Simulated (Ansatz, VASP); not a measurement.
# C in VASP and in Ansatz

```
C
1.0
     1.15562    0.66720    3.77959
    -1.15562    0.66720    3.77959
     0.00000   -1.33439    3.77959
C
2
Cartesian
  0.0000 0.0000 1.8596
  0.0000 0.0000 9.4792
```

Alike in both runs: task single point; functional LDA; k mesh 12 × 12 × 12; occupations gaussian, width 0.05 eV; no spin polarisation.

```csv
,VASP,Ansatz
version,VASP 6.6.1,Ansatz 0.2.0
potentials or method,"VASP PAW LDA potentials, release 64 (C)","scalar-relativistic, plane waves, PAW"
plane-wave cutoff (eV),520,420
valence electrons in the cell,8,8
```

Ansatz gave:

* gap on the k mesh at the Fermi level (eV): 0.34
* least direct gap on the mesh (eV): 0.34
* rms of the force components (eV/Å): 0.548

Problem. Estimate VASP's values.

Solution. gap on the k mesh at the Fermi level (eV): 0.34; least direct gap on the mesh (eV): 0.34; rms of the force components (eV/Å): 0.545.

Atom by atom the forces differ by 0.003 eV/Å (rms over components).
